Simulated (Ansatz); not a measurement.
Wires are cut from relaxed bulk C (Fd-3m, 5.61 Å³/atom, gap on the mesh 4.07 eV); atoms and period are relaxed, and energies count from that bulk.

These are results of Ansatz 0.2.0, DFT PBEsol, scalar-relativistic, plane waves, PAW, not measurements.

Cutoff 420 eV, Gaussian smearing of 0.05 eV, energies at zero smearing, symmetry of each start kept, collinear spin where a moment is listed.

```csv
start,atoms,k mesh,excess energy (eV per host atom),line energy (eV/Å),period (Å),gap on the mesh (eV),size of the moment (μB per cell),highest filled level or Fermi level under vacuum (eV)
"[001] wire, 15 host atoms a period*",15,1×1×9,1.258,5.052,3.734,0.67,0.00,-
"[001] wire, 18 host atoms a period*",18,1×1×9,0.925,4.130,4.031,0,0.21,5.26
```

A dash: not computed, or not clear enough to read.

* ends far from its start.

The gap is read on a mesh, which can miss the band edges, so it can be too wide.

Each run keeps its start's symmetry and one magnetic start, so lower states can exist.

Cost: 2 runs of about 74 core-minutes in all, on Intel Xeon Platinum 8488C (Sapphire Rapids) (shared hosts).